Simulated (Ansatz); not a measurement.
# ZrC (Fm-3m) in Ansatz: notebook

One crystal, ZrC, is run at these levels: RPBE, PBEsol; tasks: single point.

All numbers are computed with Ansatz 0.2.0; they aren't measurements. Logs are shortened: lines on timing, memory, paths and dates and some standing lists are left out, and cuts for length are marked.

## (1) The structure

It takes space group Fm-3m (No. 225, cubic). The conventional cell has a = 4.730 Å, b = 4.730 Å, c = 4.730 Å, α = 90.00°, β = 90.00°, γ = 90.00°. Zr (site symmetry m-3m) has 6 C at 2.37 Å as nearest neighbours. C (site symmetry m-3m) has 6 Zr at 2.37 Å as nearest neighbours.

## (2) Single point, RPBE

The input, input.yaml:

```yaml
crystal:
  lattice:
    - [0.0, 2.365, 2.365]
    - [2.365, 0.0, 2.365]
    - [2.365, 2.365, 0.0]
  atoms:
    - { symbol: Zr, position: [0.5, 0.5, 0.5] }
    - { symbol: C, position: [0.0, 0.0, 0.0] }
hamiltonian:
  xc: rpbe
  pseudopotentials: { kind: paw }
kpoints:
  mp_grid: { grid: [10, 10, 10] }
scf:
  occupations: { method: gaussian, width: 0.05 }
output:
  forces: true
  stress: true
  eigenvalues: true
  write_density: true
  write_potential: true
  elf: true
  volumetric_format: npy
```

Potentials or basis: Ansatz PAW.

On the command line:

```sh
> ansatz run input.yaml --threads 2 --pin off --max-ram 5632MiB --backend cpu --events-out ev --progress --plain --runs-dir out
```

The program printed:

```text
Warning: RAYON_NUM_THREADS=2 ignored (pool sized by the plan → 2); use --threads N
Engine: ansatz 0.2.0, aarch64-unknown-linux-gnu
Pseudopotentials: kind: paw
Pseudopotential: Zr, paw, valence charge 12, recommended cutoff 420 eV (normal), Zr.paw.azcp
Pseudopotential: C, paw, valence charge 4, recommended cutoff 420 eV (normal), C.paw.azcp
Functional definition: RPBE
  parameter kappa = 0.804
  parameter beta = 0.06672455060314922
  exchange = rpbe_x(kappa = kappa, mu = beta*pi^2/3)
  correlation = pbe_c(beta = beta)
Crystal: 2 atoms, lattice volume = 26.456 Å³
Basis set: ecut = 420 eV, 531 PW (Γ), exchange–correlation on 48×48×48 points (8 copies of the dense FFT grid, shifted against one another)
Bands: 12, of which v1, the nominal top of the filled ones, is band 8 counted from 1 (7 counted from 0)
Symmetry: 48 space group operations
Space group: Fm-3m (ITA 225), of the structure as read, at distance tolerance 3.0e-5 Å
k-points: 47 of 1000
Non-local potential: Zr, projectors of the file, l = 0: 3, l = 1: 2, l = 2: 2, l = 3: 2
Non-local potential: C, projectors of the file, l = 0: 2, l = 1: 2, l = 2: 1
PAW form: soft (Blöchl's): semilocal exchange-correlation on the pseudo side does not see the compensation charge
PAW frozen core: Zr, regenerated for the run's functional, and the local potential with it (the file was generated under x = pbe(κ = 0.804, μ = 0.2195149727645171), c = pbe(β = 0.06672455060314922))
PAW frozen core: C, regenerated for the run's functional, and the local potential with it (the file was generated under x = pbe(κ = 0.804, μ = 0.2195149727645171), c = pbe(β = 0.06672455060314922))
PAW one-centre angular grid: Zr, 590 points (default); XC on 64 Gauss nodes
PAW one-centre angular grid: C, 110 points (default); XC on 64 Gauss nodes
Initial density: superposition of atomic densities (neutral atoms: chi_scale 0, normalization atom), corrected by the library's trained network
Initial wavefunctions: pseudopotential atomic-orbital guess
Functional: x = rpbe, c = pbe(β = 0.06672455060314922)
SCF iter   1: F=—  HF=-4444.562259 eV  |F-HF|=—  |Δ(HF+E_count)|=         —  Δρ=2.70e-3  dr2=6.94e-4  ethr=1.77e-3  ⟨swp⟩=5.0  Hψ=2834  notcnv=0
preconditioner: auto → none  [insulator: Δε(μ)=0.099 eV  Ē_g=17.947 eV  σ=0.050 eV  W_gap=0.82  n_scr=8 (ndim 8)  ℏωp=27.0 eV  f_vac=0.000  D(μ)=0.17/eV (n_scr^D=0)  ε∞_Penn≈3.3]
SCF iter   2: F=—  HF=-4444.561886 eV  |F-HF|=—  |Δ(HF+E_count)|=   3.73e-4  Δρ=1.28e-3  dr2=1.46e-4  ethr=4.34e-6  ⟨swp⟩=2.1  Hψ=1224  notcnv=0
SCF iter   3: F=—  HF=-4444.561926 eV  |F-HF|=—  |Δ(HF+E_count)|=   4.01e-5  Δρ=1.93e-4  dr2=5.87e-6  ethr=9.12e-7  ⟨swp⟩=1.5  Hψ=725  notcnv=0
SCF iter   4: F=—  HF=-4444.561926 eV  |F-HF|=—  |Δ(HF+E_count)|=   7.77e-7  Δρ=3.55e-5  dr2=2.60e-7  ethr=3.67e-8  ⟨swp⟩=2.1  Hψ=885  notcnv=0
iter 5 did not close the SCF: its close was put off for the readings that it lacked (scf_convergence_deferred on its scf_iter line)
SCF iter   5: F=-4444.561926 eV  HF=-4444.561926 eV  |F-HF|=4.48e-9  |Δ(HF+E_count)|=   2.29e-8  Δρ=7.03e-6  dr2=8.87e-9  ethr=1.62e-9  ⟨swp⟩=2.0  Hψ=929  notcnv=0
SCF iter   6: F=-4444.561926 eV  HF=-4444.561926 eV  |F-HF|=3.89e-10  |Δ(HF+E_count)|=   1.15e-9  Δρ=1.99e-6  dr2=6.69e-10  ethr=5.54e-11  ⟨swp⟩=4.8  Hψ=2886  notcnv=0
SCF 1 converged in 6 iterations: F = -4444.561926 eV  dr2 = 6.69e-10
SCF converged after 6 iterations
Free energy (F): -4444.561926 eV
Harris-Foulkes:  -4444.561926 eV  (|F-HF|=3.89e-10)
Internal energy: -4444.561719 eV  (E = F + TS)
E sigma→0 (E₀):  -4444.561822 eV
Entropy (-TS):   -0.000208 eV (-0.104 meV/atom)
Fermi energy:    14.644758 eV
--- Per-component energies (eV) ---
  E_band       = -52.904054
  E_kinetic    = 421.208434
  E_local      = -602.870435  (includes V_loc(G=0)·N_el)
  E_nonlocal   = 102.871969
  E_hartree    = 181.173036
  E_xc         = -211.417947
  E_vxc        = -252.319020  (∫ρ·V_xc dr)
  E_paw        = -3059.570546  (= ΣΔE_a)
  E_vpaw       = -84.140591  (= ΣTr[D̂ρ^β])
  E_aug_tail   = 0.000038  (compensation charges beyond the density's cutoff)
  E_ewald      = -1275.863827
  E_core_change = -0.092442  (= ΣΔE_core)
  E_smearing   = -0.000208  (= −TS)
  E_closure    = 0.000000  (closes the sum)
  Σ components = -4444.561926   (vs F -4444.561926, Δ=0.00e0)
--- Forces (eV/Å), atoms counted from 1 ---
  atom   1  Zr     0.00000000    -0.00000000     0.00000000
  atom   2  C     -0.00000000     0.00000000     0.00000000
  max |Σ_I F_I| component: 2.91e-29 eV/Å
--- Stress (GPa, compression-positive) ---
        0.309499       0.000000       0.000000
       -0.000000       0.309499      -0.000000
       -0.000000       0.000000       0.309499
  P = ⅓ Tr σ = 0.3095 GPa (3.095 kbar)
--- Band table (eV; the first three rows and the last of 47) ---
  k-point 0: bands = ["-33.5593", "-11.2831", "-11.2831", "-11.2831", "3.3581", "15.5792", "15.5792", "15.5792", "15.7518", "15.7518", "15.7518", "17.3982"]
  k-point 1: bands = ["-33.5505", "-11.3641", "-11.2902", "-11.2902", "3.5755", "14.2962", "14.5853", "14.5853", "16.1126", "16.1126", "16.5382", "18.4882"]
  k-point 2: bands = ["-33.5274", "-11.5705", "-11.3088", "-11.3088", "4.1743", "12.7160", "13.4148", "13.4148", "16.7478", "16.7478", "17.0944", "20.3287"]
  k-point 46: bands = ["-33.4358", "-11.8220", "-11.6935", "-11.5657", "5.1045", "12.2570", "12.3344", "12.3511", "17.0370", "18.6971", "20.1897", "21.0878"]
```

Run time: 0.89 s. Hardware: 2 threads of Arm Neoverse V1, shared host; peak memory 0.29 GiB.

Results:

- Free energy: -4444.5619 eV
- Pressure: 0.3 GPa
- Band gap on the k mesh: none (metal or under the smearing width)

Caveat: the PAW data sets come from PBE, with cores solved anew for the run's functional, which leaves a small shift of forces and pressure.

## (3) Single point, PBEsol

The input, input.yaml:

```yaml
crystal:
  lattice:
    - [0.0, 2.365, 2.365]
    - [2.365, 0.0, 2.365]
    - [2.365, 2.365, 0.0]
  atoms:
    - { symbol: Zr, position: [0.5, 0.5, 0.5] }
    - { symbol: C, position: [0.0, 0.0, 0.0] }
hamiltonian:
  xc: pbesol
  pseudopotentials: { kind: paw }
kpoints:
  mp_grid: { grid: [10, 10, 10] }
scf:
  occupations: { method: gaussian, width: 0.1 }
output:
  forces: true
  stress: true
  eigenvalues: true
```

Potentials or basis: Ansatz PAW.

On the command line:

```sh
> ansatz run input.yaml --threads 2 --pin off --max-ram 5632MiB --backend cpu --events-out ev --progress --plain --runs-dir out
```

Run time: 0.71 s. Hardware: 2 threads of Arm Neoverse V1, shared host; peak memory 0.28 GiB.

Results (log left out):

| Property | Result |
| --- | --- |
| Free energy | -4377.1438 eV |
| Pressure | -8.5 GPa |
| Band gap on the k mesh | none (metal or under the smearing width) |

Levels at points of the mesh, in eV from the Fermi level:
```tsv
k point	band 4	band 5	band 6	band 7	band 8	band 9	band 10	band 11	band 12
(0.00, 0.00, 0.00)	-25.81	-11.23	0.94	0.94	0.94	1.04	1.04	1.04	2.74
(0.00, 0.00, -0.50)	-25.89	-8.19	-5.27	-2.89	-2.89	4.39	4.39	5.20	6.38
(0.00, -0.50, -0.50)	-26.08	-10.03	-2.10	-1.76	0.04	0.04	4.35	5.53	5.53
```

Caveat: the PAW data sets come from PBE, with cores solved anew for the run's functional, which leaves a small shift of forces and pressure.
